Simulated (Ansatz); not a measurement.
# Cs4Pb3Br12: the cost of one run

Method: DFT, PBE, plane-wave PAW, default files, scalar-relativistic, as far as a step names no other, in Ansatz 0.2.0.

## 1. Starting point

Symmetry: Im-3m, No. 229, cubic system. Conventional cell: a = 11.740 Å, b = 11.740 Å, c = 11.740 Å, α = 90.00°, β = 90.00°, γ = 90.00°. Cs (site symmetry -3m) is surrounded by 12 Br at 4.15 Å. Pb (site symmetry 4/mmm) is surrounded by 6 Br at 2.94 Å. Around Br (site symmetry 4mm) lie 1 Pb at 2.94 Å and 4 Cs at 4.15 Å. Br (site symmetry -4m2) is surrounded by 2 Pb at 2.93 to 2.94 Å and 4 Cs at 4.15 Å.

Structure file:

```
CELL_PARAMETERS angstrom
-5.87000 5.87000 5.87000
5.87000 -5.87000 5.87000
5.87000 5.87000 -5.87000
ATOMIC_POSITIONS crystal
Cs 0.00000 0.00000 0.00000
Cs 0.50000 0.50000 0.00000
Cs 0.50000 0.00000 0.50000
Cs 0.00000 0.50000 0.50000
Pb 0.00000 0.00000 0.50000
Pb 0.00000 0.50000 0.00000
Pb 0.50000 0.00000 0.00000
Br 0.50000 0.25000 0.25000
Br 0.00000 0.75000 0.25000
Br 0.00000 0.25000 0.75000
Br 0.50000 0.75000 0.75000
Br 0.25000 0.50000 0.25000
Br 0.75000 0.00000 0.25000
Br 0.75000 0.50000 0.75000
Br 0.25000 0.00000 0.75000
Br 0.25000 0.25000 0.50000
Br 0.75000 0.75000 0.50000
Br 0.75000 0.25000 0.00000
Br 0.25000 0.75000 0.00000
```

The vacant site is at (0.500, 0.500, 0.500) in fractional coordinates of the input's cell.

## 2. Gradients at the starting positions

input.yaml reads:

```yaml
crystal:
  lattice:
    - [-5.87, 5.87, 5.87]
    - [5.87, -5.87, 5.87]
    - [5.87, 5.87, -5.87]
  atoms:
    - { symbol: Cs, position: [0.0, 0.0, 0.0] }
    - { symbol: Cs, position: [0.5, 0.5, 0.0] }
    - { symbol: Cs, position: [0.5, 0.0, 0.5] }
    - { symbol: Cs, position: [0.0, 0.5, 0.5] }
    - { symbol: Pb, position: [0.0, 0.0, 0.5] }
    - { symbol: Pb, position: [0.0, 0.5, 0.0] }
    - { symbol: Pb, position: [0.5, 0.0, 0.0] }
    - { symbol: Br, position: [0.5, 0.25, 0.25] }
    - { symbol: Br, position: [0.0, 0.75, 0.25] }
    - { symbol: Br, position: [0.0, 0.25, 0.75] }
    - { symbol: Br, position: [0.5, 0.75, 0.75] }
    - { symbol: Br, position: [0.25, 0.5, 0.25] }
    - { symbol: Br, position: [0.75, 0.0, 0.25] }
    - { symbol: Br, position: [0.75, 0.5, 0.75] }
    - { symbol: Br, position: [0.25, 0.0, 0.75] }
    - { symbol: Br, position: [0.25, 0.25, 0.5] }
    - { symbol: Br, position: [0.75, 0.75, 0.5] }
    - { symbol: Br, position: [0.75, 0.25, 0.0] }
    - { symbol: Br, position: [0.25, 0.75, 0.0] }
total_charge: -2
kpoints:
  mp_grid: { grid: [2, 2, 2] }
scf:
  occupations: { method: fermi_dirac, width: 0.01 }
hamiltonian:
  xc: pbe
  pseudopotentials: { kind: paw }
output:
  forces: true
  stress: true
  populations: true
  efg:
    quadrupole_moments_barn: { Cs: -0.00343, Br: 0.2579 }
    contact_densities: true
```

On the command line:

```
$ ansatz run input.yaml --threads 1 --pin off --max-ram 2560MiB --backend cpu --events-out ev --progress --plain --runs-dir out
```

**Question.** How long does this run take on 1 thread of Arm Neoverse V2, shared host, and how much memory does it need?

About 24 s, with a peak of 1.2 GiB.
